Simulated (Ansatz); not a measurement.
# NaCl (Pm-3m) in Ansatz: further runs

Runs on NaCl. Level: PBEsol. Tasks: single point, equation of state.

All numbers are computed with Ansatz 0.2.0; they aren't measurements. Logs are shortened: lines on timing, memory, paths and dates and some standing lists are left out, and cuts for length are marked.

**1. Starting point**

Symmetry: Pm-3m, No. 221, cubic system. Conventional cell: a = 3.502 Å, b = 3.502 Å, c = 3.502 Å, α = 90.00°, β = 90.00°, γ = 90.00°. Cl (site symmetry m-3m) is surrounded by 8 Na at 3.03 Å. Na (site symmetry m-3m) is surrounded by 8 Cl at 3.03 Å.

Measurements of this composition are mostly on another form, of space group No. 225.

**2. Single point, PBEsol, 20.19 Å³/atom (volume scaled by 0.94)**

File input.yaml:

```yaml
crystal:
  lattice:
    - [3.4306966741, 0.0, 0.0]
    - [0.0, 3.4306966741, 0.0]
    - [0.0, 0.0, 3.4306966741]
  atoms:
    - { symbol: Cl, position: [0.5, 0.5, 0.5] }
    - { symbol: Na, position: [0.0, 0.0, 0.0] }
hamiltonian:
  xc: pbesol
  pseudopotentials: { kind: paw }
kpoints:
  mp_grid: { grid: [8, 8, 8] }
scf:
  occupations: { method: fermi_dirac, width: 0.05 }
output:
  forces: true
  stress: true
  eigenvalues: true
```

Potentials or basis: Ansatz PAW.

On the command line:

```console
$ ansatz run input.yaml --threads 2 --pin off --max-ram 5632MiB --backend cpu --events-out ev --progress --plain --runs-dir out
```

The log of the run:

```text
Warning: RAYON_NUM_THREADS=2 ignored (pool sized by the plan → 2); use --threads N
Engine: ansatz 0.2.0, aarch64-unknown-linux-gnu
Pseudopotentials: kind: paw
Pseudopotential: Cl, paw, valence charge 7, recommended cutoff 420 eV (normal), Cl.paw.azcp
Pseudopotential: Na, paw, valence charge 9, recommended cutoff 420 eV (normal), Na.paw.azcp
Functional definition: PBEsol
  exchange = pbesol_x
  correlation = pbesol_c
Crystal: 2 atoms, lattice volume = 40.378 Å³
Basis set: ecut = 420 eV, 751 PW (Γ), exchange–correlation on 48×48×48 points (8 copies of the dense FFT grid, shifted against one another)
Bands: 12, of which v1, the nominal top of the filled ones, is band 8 counted from 1 (7 counted from 0)
Symmetry: 48 space group operations
Space group: Pm-3m (ITA 221), of the structure as read, at distance tolerance 3.4e-5 Å
k-points: 35 of 512
Non-local potential: Cl, projectors of the file, l = 0: 2, l = 1: 2, l = 2: 2
Non-local potential: Na, projectors of the file, l = 0: 3, l = 1: 2, l = 2: 1
PAW form: soft (Blöchl's): semilocal exchange-correlation on the pseudo side does not see the compensation charge
PAW frozen core: Cl, regenerated for the run's functional, and the local potential with it (the file was generated under x = pbe(κ = 0.804, μ = 0.2195149727645171), c = pbe(β = 0.06672455060314922))
PAW frozen core: Na, regenerated for the run's functional, and the local potential with it (the file was generated under x = pbe(κ = 0.804, μ = 0.2195149727645171), c = pbe(β = 0.06672455060314922))
PAW one-centre angular grid: Cl, 110 points (default); XC on 64 Gauss nodes
PAW one-centre angular grid: Na, 110 points (default); XC on 64 Gauss nodes
Initial density: superposition of atomic densities (neutral atoms: chi_scale 0, normalization atom), corrected by the library's trained network
Initial wavefunctions: pseudopotential atomic-orbital guess
Functional: x = pbesol(κ = 0.804, μ = 0.12345679012345678), c = pbesol(β = 0.046)
SCF iter   1: F=—  HF=-2540.020093 eV  |F-HF|=—  |Δ(HF+E_count)|=         —  Δρ=3.42e-3  dr2=5.40e-3  ethr=1.77e-3  ⟨swp⟩=6.0  Hψ=2495  notcnv=0
preconditioner: auto → none  [insulator: Δε(μ)=3.962 eV  Ē_g=13.533 eV  σ=0.050 eV  W_gap=1.00  n_scr=6 (ndim 8)  ℏωp=16.5 eV  f_vac=0.006  D(μ)=0.00/eV (n_scr^D=0)  ε∞_Penn≈2.5]
SCF iter   2: F=—  HF=-2540.016782 eV  |F-HF|=—  |Δ(HF+E_count)|=   3.31e-3  Δρ=1.34e-3  dr2=8.60e-4  ethr=3.37e-5  ⟨swp⟩=2.5  Hψ=891  notcnv=0
SCF iter   3: F=—  HF=-2540.016655 eV  |F-HF|=—  |Δ(HF+E_count)|=   1.26e-4  Δρ=6.56e-4  dr2=2.14e-4  ethr=5.38e-6  ⟨swp⟩=2.0  Hψ=560  notcnv=0
SCF iter   4: F=—  HF=-2540.016576 eV  |F-HF|=—  |Δ(HF+E_count)|=   7.89e-5  Δρ=1.09e-4  dr2=2.77e-6  ethr=1.34e-6  ⟨swp⟩=2.0  Hψ=555  notcnv=0
SCF iter   5: F=—  HF=-2540.016540 eV  |F-HF|=—  |Δ(HF+E_count)|=   3.62e-5  Δρ=7.06e-5  dr2=3.21e-6  ethr=1.73e-8  ⟨swp⟩=2.7  Hψ=683  notcnv=0
SCF iter   6: F=-2540.016539 eV  HF=-2540.016539 eV  |F-HF|=1.26e-8  |Δ(HF+E_count)|=   8.87e-7  Δρ=6.28e-6  dr2=2.53e-8  ethr=6.25e-10  ⟨swp⟩=3.1  Hψ=1568  notcnv=0
SCF 1 converged in 6 iterations: F = -2540.016539 eV  dr2 = 2.53e-8
SCF converged after 6 iterations
Free energy (F): -2540.016539 eV
Harris-Foulkes:  -2540.016539 eV  (|F-HF|=1.26e-8)
Internal energy: -2540.016539 eV  (E = F + TS)
E sigma→0 (E₀):  -2540.016539 eV
Fermi energy:    4.936028 eV
--- Per-component energies (eV) ---
  E_band       = -220.311765
  E_kinetic    = 282.832927
  E_local      = -1442.815755  (includes V_loc(G=0)·N_el)
  E_nonlocal   = 144.748649
  E_hartree    = 501.695739
  E_xc         = -145.184676
  E_vxc        = -172.113208  (∫ρ·V_xc dr)
  E_paw        = -895.287713  (= ΣΔE_a)
  E_vpaw       = -36.356459  (= ΣTr[D̂ρ^β])
  E_aug_tail   = 0.000068  (compensation charges beyond the density's cutoff)
  E_ewald      = -986.138904
  E_core_change = 0.133126  (= ΣΔE_core)
  E_smearing   = -0.000000  (= −TS)
  E_closure    = 0.000000  (closes the sum)
  Σ components = -2540.016539   (vs F -2540.016539, Δ=0.00e0)
--- Forces (eV/Å), atoms counted from 1 ---
  atom   1  Cl     0.00000000    -0.00000000    -0.00000000
  atom   2  Na    -0.00000000     0.00000000     0.00000000
  max |Σ_I F_I| component: 1.00e-30 eV/Å
--- Stress (GPa, compression-positive) ---
        0.418815       0.000000       0.000000
       -0.000000       0.418815       0.000000
        0.000000       0.000000       0.418815
  P = ⅓ Tr σ = 0.4188 GPa (4.188 kbar)
--- Band table (eV; the first three rows and the last of 35) ---
  k-point 0: bands = ["-46.9207", "-18.9828", "-18.9828", "-18.9828", "-10.7419", "2.3001", "2.3001", "2.3001", "6.8977", "11.1191", "11.1191", "18.5353"]
  k-point 1: bands = ["-46.9204", "-18.9908", "-18.9821", "-18.9821", "-10.6836", "1.7462", "2.3364", "2.3364", "7.3707", "11.2945", "11.5233", "17.2143"]
  k-point 2: bands = ["-46.9197", "-19.0100", "-18.9804", "-18.9804", "-10.5369", "0.7086", "2.4266", "2.4266", "8.2871", "11.8044", "12.2266", "15.8547"]
  k-point 34: bands = ["-46.9144", "-19.0168", "-19.0168", "-19.0168", "-9.6758", "0.7759", "0.7759", "0.7759", "9.7728", "9.7728", "9.7728", "15.0212"]
```

Wall time 0.65 s (2 threads of Arm Neoverse V1, shared host); peak memory 0.27 GiB.

Results:

| Property | Result |
| --- | --- |
| Free energy | -2540.0165 eV |
| Pressure | 0.4 GPa |
| Band gap on the k mesh | 4.04 eV, indirect (least direct gap 4.60 eV) |

Caveat: the PAW data sets come from PBE, with cores solved anew for the run's functional, which leaves a small shift of forces and pressure.

**3. Single point, PBEsol, 20.62 Å³/atom (volume scaled by 0.96)**

input.yaml, as its differences from that of step 2:

```diff
@@ -2,5 +2,5 @@
   lattice:
-    - [3.4306966741, 0.0, 0.0]
-    - [0.0, 3.4306966741, 0.0]
-    - [0.0, 0.0, 3.4306966741]
+    - [3.4548573058, 0.0, 0.0]
+    - [0.0, 3.4548573058, 0.0]
+    - [0.0, 0.0, 3.4548573058]
   atoms:
```

Potentials or basis: Ansatz PAW.

On the command line:

```console
$ ansatz run input.yaml --threads 2 --pin off --max-ram 5632MiB --backend cpu --events-out ev --progress --plain --runs-dir out
```

Run time: 0.65 s. Hardware: 2 threads of Arm Neoverse V1, shared host; peak memory 0.27 GiB.

The run converged. Its results:

```
Free energy            : -2540.0171 eV
Pressure               : -0.2 GPa
Band gap on the k mesh : 3.97 eV, indirect (least direct gap 4.51 eV)
```

Caveat: the PAW data sets come from PBE, with cores solved anew for the run's functional, which leaves a small shift of forces and pressure.

**4. Single point, PBEsol, 21.05 Å³/atom (volume scaled by 0.98)**

input.yaml, as its differences from that of step 3:

```diff
@@ -2,5 +2,5 @@
   lattice:
-    - [3.4548573058, 0.0, 0.0]
-    - [0.0, 3.4548573058, 0.0]
-    - [0.0, 0.0, 3.4548573058]
+    - [3.4786846609, 0.0, 0.0]
+    - [0.0, 3.4786846609, 0.0]
+    - [0.0, 0.0, 3.4786846609]
   atoms:
@@ -19 +19,5 @@
   eigenvalues: true
+  write_density: true
+  write_potential: true
+  elf: true
+  volumetric_format: npy
```

On the command line:

```console
$ ansatz run input.yaml --threads 2 --pin off --max-ram 5632MiB --backend cpu --events-out ev --progress --plain --runs-dir out
```

Run time: 0.85 s. Hardware: 2 threads of Arm Neoverse V1, shared host; peak memory 0.28 GiB.

Results (log left out):

```
Free energy            : -2540.0146 eV
Pressure               : -0.7 GPa
Band gap on the k mesh : 3.90 eV, indirect (least direct gap 4.42 eV)
```

Caveat: the PAW data sets come from PBE, with cores solved anew for the run's functional, which leaves a small shift of forces and pressure.

**5. Single point, PBEsol, 21.48 Å³/atom**

File input.yaml:

```yaml
crystal:
  lattice:
    - [3.50219, 0.0, 0.0]
    - [0.0, 3.50219, 0.0]
    - [0.0, 0.0, 3.50219]
  atoms:
    - { symbol: Cl, position: [0.5, 0.5, 0.5] }
    - { symbol: Na, position: [0.0, 0.0, 0.0] }
hamiltonian:
  xc: pbesol
  pseudopotentials: { kind: paw }
kpoints:
  mp_grid: { grid: [8, 8, 8] }
scf:
  occupations: { method: fermi_dirac, width: 0.05 }
output:
  forces: true
  stress: true
  eigenvalues: true
```

On the command line:

```console
$ ansatz run input.yaml --threads 2 --pin off --max-ram 5632MiB --backend cpu --events-out ev --progress --plain --runs-dir out
```

Wall time 0.69 s (2 threads of Arm Neoverse V1, shared host); peak memory 0.27 GiB.

The run converged. Its results:

```
Free energy            : -2540.0093 eV
Pressure               : -1.2 GPa
Band gap on the k mesh : 3.84 eV, indirect (least direct gap 4.34 eV)
```

Caveat: the PAW data sets come from PBE, with cores solved anew for the run's functional, which leaves a small shift of forces and pressure.

**6. Single point, PBEsol, 21.91 Å³/atom (volume scaled by 1.02)**

input.yaml, as its differences from that of step 5:

```diff
@@ -2,5 +2,5 @@
   lattice:
-    - [3.50219, 0.0, 0.0]
-    - [0.0, 3.50219, 0.0]
-    - [0.0, 0.0, 3.50219]
+    - [3.5253839872, 0.0, 0.0]
+    - [0.0, 3.5253839872, 0.0]
+    - [0.0, 0.0, 3.5253839872]
   atoms:
```

Potentials or basis: Ansatz PAW.

On the command line:

```console
$ ansatz run input.yaml --threads 2 --pin off --max-ram 5632MiB --backend cpu --events-out ev --progress --plain --runs-dir out
```

Run time: 0.69 s. Hardware: 2 threads of Arm Neoverse V1, shared host; peak memory 0.27 GiB.

The run converged. Its results:

| Quantity | Value |
| --- | --- |
| Free energy | -2540.0015 eV |
| Pressure | -1.7 GPa |
| Band gap on the k mesh | 3.78 eV, indirect (least direct gap 4.26 eV) |

Caveat: the PAW data sets come from PBE, with cores solved anew for the run's functional, which leaves a small shift of forces and pressure.

**7. Single point, PBEsol, 22.34 Å³/atom (volume scaled by 1.04)**

input.yaml, as its differences from that of step 6:

```diff
@@ -2,5 +2,5 @@
   lattice:
-    - [3.5253839872, 0.0, 0.0]
-    - [0.0, 3.5253839872, 0.0]
-    - [0.0, 0.0, 3.5253839872]
+    - [3.5482767325, 0.0, 0.0]
+    - [0.0, 3.5482767325, 0.0]
+    - [0.0, 0.0, 3.5482767325]
   atoms:
@@ -19 +19,5 @@
   eigenvalues: true
+  write_density: true
+  write_potential: true
+  elf: true
+  volumetric_format: npy
```

On the command line:

```console
$ ansatz run input.yaml --threads 2 --pin off --max-ram 5632MiB --backend cpu --events-out ev --progress --plain --runs-dir out
```

Wall time 0.89 s (2 threads of Arm Neoverse V1, shared host); peak memory 0.28 GiB.

Results (log left out):

```
Free energy            : -2539.9916 eV
Pressure               : -2.0 GPa
Band gap on the k mesh : 3.72 eV, indirect (least direct gap 4.19 eV)
```

Caveat: the PAW data sets come from PBE, with cores solved anew for the run's functional, which leaves a small shift of forces and pressure.

**8. Single point, PBEsol, 22.77 Å³/atom (volume scaled by 1.06)**

File input.yaml:

```yaml
crystal:
  lattice:
    - [3.5708778306, 0.0, 0.0]
    - [0.0, 3.5708778306, 0.0]
    - [0.0, 0.0, 3.5708778306]
  atoms:
    - { symbol: Cl, position: [0.5, 0.5, 0.5] }
    - { symbol: Na, position: [0.0, 0.0, 0.0] }
hamiltonian:
  xc: pbesol
  pseudopotentials: { kind: paw }
kpoints:
  mp_grid: { grid: [8, 8, 8] }
scf:
  occupations: { method: fermi_dirac, width: 0.05 }
output:
  forces: true
  stress: true
  eigenvalues: true
```

On the command line:

```console
$ ansatz run input.yaml --threads 2 --pin off --max-ram 5632MiB --backend cpu --events-out ev --progress --plain --runs-dir out
```

Run time: 0.7 s. Hardware: 2 threads of Arm Neoverse V1, shared host; peak memory 0.28 GiB.

The run converged. Its results:

| Item | Value |
| --- | --- |
| Free energy | -2539.9798 eV |
| Pressure | -2.4 GPa |
| Band gap on the k mesh | 3.67 eV, indirect (least direct gap 4.12 eV) |

Caveat: the PAW data sets come from PBE, with cores solved anew for the run's functional, which leaves a small shift of forces and pressure.

**9. Equation of state, PBEsol**

Potentials or basis: Ansatz PAW.

No new run: the results of the series are fitted here.

What came out:

* Equilibrium volume: 20.48 Å³/atom
* Bulk modulus: 29 GPa
* Pressure derivative of the bulk modulus: 4.7

Energy against volume, from the lowest point:
```csv
volume (Å³/atom),energy (meV/atom)
20.189,0.28
20.619,0.00
21.048,1.27
21.478,3.92
21.907,7.79
22.337,12.74
22.766,18.66
```
